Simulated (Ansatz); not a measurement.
The system is La2O3.

```
CELL_PARAMETERS angstrom
6.37027 0.00000 0.00000
-3.18514 5.51682 0.00000
0.00000 0.00000 3.28989
ATOMIC_POSITIONS crystal
La 0.66667 0.33333 0.49810
La 0.33333 0.66667 0.50190
O 0.50461 0.00000 0.00000
O 0.00000 0.50461 0.00000
O 0.49539 0.49539 0.00000
```

The cell comes from a database or a generator and needn't be the stable form of this composition.

| Property | Result |
| --- | --- |
| Program | Ansatz 0.2.0 |
| Task | relaxation of cell and atoms |
| Functional | LDA |
| Potentials or basis | Ansatz PAW |
| Cutoff | 420 eV (not typed: the program's choice for these potentials) |
| k mesh | 5 × 5 × 8 |
| Occupations | fermi-dirac, width 0.05 eV |
| Spin | no spin polarisation |

At the start: volume 23.12 Å³/atom.

Problem. How do energy, volume and symmetry change on relaxing?

Solution. It ends after 7 steps and the volume is 21.89 Å³/atom (-5.3 %); space group P6/mmm (No. 191, to 0.05 Å).

The path:
```
step  energy change (eV)  largest force (eV/Å)  volume (Å³)
   1              0.0000                0.0511       115.62
   2             -0.1133                0.0129       109.68
   3             -0.1195                0.0007       109.70
   4             -0.1198                0.0009       109.66
   5             -0.1074                0.0009       109.66
   6             -0.1081                0.0001       109.45
   7             -0.1075                0.0001       109.45
```

Final structure:
```
La O
1.0
     6.25412    0.00000    0.00000
    -3.12706    5.41623    0.00000
     0.00000    0.00000    3.23106
La O
2 3
Direct
  0.66667 0.33333 0.49999
  0.33333 0.66667 0.50001
  0.49999 0.00000 0.00000
  0.00000 0.49999 0.00000
  0.50001 0.50001 0.00000
```

Caveat: the plane-wave basis is chosen anew once the cell has moved, so the energies of steps on either side of that aren't comparable; the pressure holds a Pulay correction of +0.4 GPa for the finite cutoff; the PAW data sets come from PBE, with cores solved anew for the run's functional, which leaves a small shift of forces and pressure.
